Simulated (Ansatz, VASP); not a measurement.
**Pb in VASP and in Ansatz**

```
Pb
1.0
    -1.95562    1.95562    1.95562
     1.95562   -1.95562    1.95562
     1.95562    1.95562   -1.95562
Pb
1
Direct
  0.00000 0.00000 0.00000
```

Alike in both runs: task single point; functional PBEsol; k mesh 13 × 13 × 13; occupations fermi-dirac, width 0.1 eV; no spin polarisation.

```csv
,VASP,Ansatz
version,VASP 6.6.1,Ansatz 0.2.0
potentials or method,"VASP PAW PBE potentials, release 64 (Pb_d)","plane waves (420 eV) with PAW, scalar-relativistic"
plane-wave cutoff (eV),520,420
valence electrons in the cell,14,14
```

|  | VASP | Ansatz | Ansatz less VASP |
| --- | --- | --- | --- |
| pressure (GPa) | -0.1 | 0.0 | +0.07 |

With one functional, cell and mesh, what is left measures potentials, basis and numerics. Ansatz warned: «pseudo_functional_mismatch».

Caveats: the PAW data sets were made with another functional, which shifts forces and pressure a little (VASP). Spin-orbit coupling is left out, which matters for the levels of Pb.
